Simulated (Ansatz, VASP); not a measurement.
# One calculation of Zn, two programs

```
Zn
1.0
     2.67559    0.00000    0.00000
     0.00000    2.67559    0.00000
     0.00000    0.00000    2.67559
Zn
1
Direct
  0.00000 0.00000 0.00000
```

Alike in both runs: functional RPBE; k mesh 12 × 12 × 12; occupations fermi-dirac, width 0.1 eV; no spin polarisation.

Ansatz relaxed the structure, and its values are those at the end. VASP's run is a single point on that final structure, the one shown.

|  | VASP | Ansatz |
| --- | --- | --- |
| version | VASP 6.6.1 | Ansatz 0.2.0 |
| potentials or method | VASP PAW PBE potentials, release 64 (Zn) | plane waves (420 eV) with PAW, scalar-relativistic |
| plane-wave cutoff (eV) | 520 | 420 |
| valence electrons in the cell | 12 | 12 |

VASP gave:

```
pressure (GPa) : 0.1
```

Problem. Which values does Ansatz return?

Solution. Pressure (GPa): 0.0.

Caveats: the PAW data sets were made with another functional, which shifts forces and pressure a little (VASP).
